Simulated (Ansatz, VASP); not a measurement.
# Cross-check of LiF (Griceite) between VASP and Ansatz, part 2 of 2

Wanted: the spread between two codes on one cell, functional and k mesh. The cell is taken from a series of VASP runs on this material, whose earlier steps may have relaxed, scaled or displaced it; both programs get it as it stands.

VASP 6.6.1 and Ansatz 0.2.0.

So far: Starting point; Ansatz: relaxation of cell and atoms, PBEsol; VASP: relaxation of cell and atoms, PBEsol.

### Step 4. Differences

Known differences besides the potentials themselves: both relaxations stop at a tolerance, which leaves soft axes loose, and VASP keeps its plane-wave basis; the cutoff is 420 eV in Ansatz and 650 eV in VASP; Ansatz makes its cores anew for this functional, VASP keeps those of its PBE data sets; VASP leaves aspherical gradient terms in its spheres out (LASPH is not set), Ansatz keeps them; Ansatz adds a Pulay correction to the stress that steers its cell, VASP none. Total energies have different zeros and are not compared.

Both answers:

```tsv
quantity	Ansatz	VASP	difference
volume (Å³)	16.09	15.95	+0.91 %
edge a after relaxation, in the typed setting (Å)	2.834	2.825	+0.30 %
```

The walks stopped with 0.01 GPa left in Ansatz and 0.02 GPa in VASP; each walk ends within a tolerance, so the volume difference is uncertain by about these residues over the bulk modulus, most in soft cells.

### Step 5. Ansatz: relaxation of cell and atoms, PBEsol with D3(BJ)

The relaxed volume is the usual yardstick between codes: its relative difference is about their pressure difference at one cell divided by the bulk modulus. The cell compared in this pair holds 15.33 Å³, against 15.95 Å³ for the pair before.

The cell is taken from a series of VASP runs on this material, whose earlier steps may have relaxed, scaled or displaced it; both programs get it as it stands.

input.yaml reads:

```yaml
crystal:
  lattice:
    - [0.0, 1.9716045318, 1.9716045318]
    - [1.9716045318, 0.0, 1.9716045318]
    - [1.9716045318, 1.9716045318, 0.0]
  atoms:
    - { symbol: F, position: [0.5, 0.5, 0.5] }
    - { symbol: Li, position: [0.0, 0.0, 0.0] }
hamiltonian:
  xc: pbesol
  pseudopotentials: { kind: paw }
  dispersion: d3bj
kpoints:
  mp_grid: { grid: [10, 10, 10] }
scf:
  occupations: { method: gaussian, width: 0.03 }
relax:
  f_tol: 0.01
  max_steps: 60
  cell: { stress_tol: 0.05 }
output:
  forces: true
  stress: true
  write_density: true
  write_potential: true
  elf: true
  volumetric_format: npy
```

On the command line:

```console
ansatz run input.yaml --threads 4 --pin off --max-ram 9216MiB --backend cpu --events-out ev --progress --plain --runs-dir out
```

Numbers of over 12 decimals in the logs are rounded to 6 here.

What it wrote:

```text
[...]
Crystal: 2 atoms, lattice volume = 15.328 Å³
Basis set: ecut = 420 eV, 307 PW (Γ), exchange–correlation on 40×40×40 points (8 copies of the dense FFT grid, shifted against one another)
Bands: 9, of which v1, the nominal top of the filled ones, is band 5 counted from 1 (4 counted from 0)
Symmetry: 48 space group operations
[...]
k-points: 47 of 1000
[...]
-0.000000      -0.000000       0.009015
  P = ⅓ Tr σ = 0.0090 GPa (0.090 kbar)
--- Band table (eV; the first three rows and the last of 47) ---
[...]
--- Relaxed structure (4 steps of the walk, 4 accepted, 2 SCFs on fresh bases) ---
[...]
cell:  # Å, volume = 15.4432 Å³
    - [0, 1.976526, 1.976526]
    - [1.976526, 0, 1.976526]
    - [1.976526, 1.976526, 0]
  atoms:
    - { symbol: F, position: [0.5, 0.5, 0.5] }
    - { symbol: Li, position: [0, 0, 0] }
[key lines of the parts left out:]
SCF converged after 6 iterations
Free energy (F): -1006.856301 eV
Fermi energy:    6.085979 eV
```

Elapsed: 1.8 s, on 4 threads of Arm Neoverse V1, shared host; peak memory 0.27 GiB.

### Step 6. VASP: relaxation of cell and atoms, PBEsol with D3(BJ)

The same cell, functional, mesh and smearing now go to VASP, with its own data sets and cutoff.

INCAR reads:

```
SYSTEM = LiF
PREC = Accurate
ENCUT = 650
EDIFF = 1E-06
NELM = 100
ISMEAR = 0
SIGMA = 0.03
LREAL = .FALSE.
ALGO = Normal
GGA = PS
IVDW = 12
NBANDS = 11
LORBIT = 11
LWAVE = .FALSE.
LCHARG = .FALSE.
KPAR = 4
IBRION = 2
NSW = 50
ISIF = 3
EDIFFG = -0.006
```

POSCAR reads:

```
LiF
1.0
    0.0000000000      1.9716045318      1.9716045318
    1.9716045318      0.0000000000      1.9716045318
    1.9716045318      1.9716045318      0.0000000000
F Li
1 1
Direct
    0.5000000000      0.5000000000      0.5000000000
    0.0000000000      0.0000000000      0.0000000000
```

KPOINTS reads:

```
Automatic mesh
0
Gamma
10 10 10
0 0 0
```

PAW data sets: F and Li_sv (PBE family, release 64).

On the command line:

```console
mpirun -np 4 vasp_std
```

What it wrote:

```text
[banner, memory and clock lines left out]
running    4 mpi-ranks, on    1 nodes
[...]
[... a notice as in an earlier step ...]

 LDA part: xc-table for (Slater+PW92), standard interpolation
 POSCAR, INCAR and KPOINTS ok, starting setup
[...]
entering main loop
       N       E                     dE             d eps       ncg     rms          rms(c)
DAV:   1     0.395041508645E+02    0.39504E+02   -0.64545E+03  1066   0.110E+03
DAV:   2    -0.888530039960E+01   -0.48389E+02   -0.47560E+02  1195   0.223E+02
DAV:   3    -0.102549541271E+02   -0.13697E+01   -0.13657E+01  1344   0.335E+01
DAV:   4    -0.102706731757E+02   -0.15719E-01   -0.15718E-01  1266   0.378E+00
[...]
DAV:   9    -0.984688835517E+01   -0.25056E-04   -0.10574E-03  1235   0.319E-01    0.425E-02
DAV:  10    -0.984693376115E+01   -0.45406E-04   -0.90387E-05  1192   0.829E-02    0.121E-02
DAV:  11    -0.984693376322E+01   -0.20709E-08   -0.49556E-06  1356   0.241E-02
   1 F= -.10155161E+02 E0= -.10155161E+02  d E =-.101552E+02
[...]
reached required accuracy - stopping structural energy minimisation
```

OUTCAR, selected parts (step 6):

```text
 Edisp (eV)   -0.30823

  Total      -0.00281    -0.00281    -0.00281     0.00000     0.00000    -0.00000
  in kB      -0.29326    -0.29326    -0.29326     0.00000     0.00000    -0.00000
  external pressure =       -0.29 kB  Pullay stress =        0.00 kB

 POSITION                                       TOTAL-FORCE (eV/Angst)
 -----------------------------------------------------------------------------------
      1.97160      1.97160      1.97160        -0.000000     -0.000000     -0.000000
      0.00000      0.00000      0.00000         0.000000      0.000000      0.000000
 -----------------------------------------------------------------------------------
    total drift:                               -0.000000     -0.000000      0.000000

  FREE ENERGIE OF THE ION-ELECTRON SYSTEM (eV)
  ---------------------------------------------------
  free  energy   TOTEN  =       -10.1551610774 eV

  energy  without entropy=      -10.1551610774  energy(sigma->0) =      -10.15516108

[... 2 parts as in an earlier step ...]

[... 2 further parts left out ...]
[key lines of the parts left out:]
E-fermi :  -0.4175
```

### Step 7. Side by side

Compared:

```tsv
quantity	Ansatz	VASP	difference
volume (Å³)	15.44	15.33	+0.75 %
edge a after relaxation, in the typed setting (Å)	2.795	2.788	+0.25 %
```

The walks stopped with 0.01 GPa left in Ansatz and -0.03 GPa in VASP; each walk ends within a tolerance, so the volume difference is uncertain by about these residues over the bulk modulus, most in soft cells.

### Step 8. Summary of results

| Property | Result |
| --- | --- |
| difference in volume (relaxation of cell and atoms, PBEsol) | 0.91 % |
| difference in volume (relaxation of cell and atoms, PBEsol with D3(BJ)) | 0.75 % |

What this shows: The difference in volume is 0.91 % (relaxation of cell and atoms, PBEsol), within the 1.2 % picked in this series as the mark of a large difference, as far as the stopping tolerances let one tell. How closely two codes agree says nothing of how well the functional describes the real material.

[Lines on the potential files, build, host, timing and source positions are cut from VASP's logs without a mark.]

[Logs are printed without paths, hosts, clocks, repeated set-up lines and the standing remarks that a program may print on its own settings, such as how far it seeks lower states.]

[Hosts, paths, dates, database ids (printed as entryN), source tags and the programs' standing remarks are cut or masked in the printed files.]
